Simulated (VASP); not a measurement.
## Ta: single point with PBE

The system is Ta.

```
CELL_PARAMETERS angstrom
-1.69256 1.69256 1.61000
1.69256 -1.69256 1.61000
1.69256 1.69256 -1.61000
ATOMIC_POSITIONS crystal
Ta 0.00000 0.00000 0.00000
```

The cell isn't the ideal one: strain +0.025 along x and y, -0.025 along z, atoms carried along.

```
Program                : VASP 6.6.1
Task                   : single point
Functional             : PBE
Potentials or basis    : VASP PAW PBE potentials, release 64 (Ta_pv)
Cutoff                 : 520 eV
k mesh                 : 20 × 20 × 20
Occupations            : gaussian, width 0.15 eV
Spin                   : no spin polarisation
Dipole correction      : no
Further INCAR settings : ALGO = Fast; EDIFF = 1e-06; NBANDS = 12
```

The pressure is -1.3 GPa. The band gap on the k mesh is none (metal or under the smearing width).

Stress tensor (GPa, compression positive):
```
-2.97  0.00  0.00
 0.00 -2.97  0.00
 0.00  0.00  1.98
```

Levels at points of the mesh, in eV from the Fermi level:
| k point | band 2 | band 3 | band 4 | band 5 | band 6 | band 7 | band 8 | band 9 | band 10 | band 11 |
| --- | --- | --- | --- | --- | --- | --- | --- | --- | --- | --- |
| (0.00, 0.00, 0.00) | -33.18 | -33.17 | -7.83 | 0.33 | 0.96 | 0.96 | 3.45 | 4.32 | 14.61 | 14.61 |
| (0.50, 0.00, 0.00) | -33.54 | -33.20 | -4.26 | -1.68 | 1.60 | 3.88 | 5.12 | 7.57 | 11.43 | 11.74 |
| (0.50, 0.50, 0.00) | -33.49 | -33.16 | -4.31 | -1.03 | 1.24 | 3.23 | 4.50 | 7.46 | 11.13 | 12.03 |
| (0.50, 0.50, 0.50) | -33.97 | -33.85 | -3.74 | -3.60 | 6.57 | 6.57 | 6.77 | 8.01 | 8.01 | 9.31 |

Run time: 40 s on 1 thread of Intel(R) Xeon(R) 6975P-C (Granite Rapids), on a shared host, peak memory 0.25 GiB.

The run has no spin-orbit coupling, so splittings on Ta are missing.
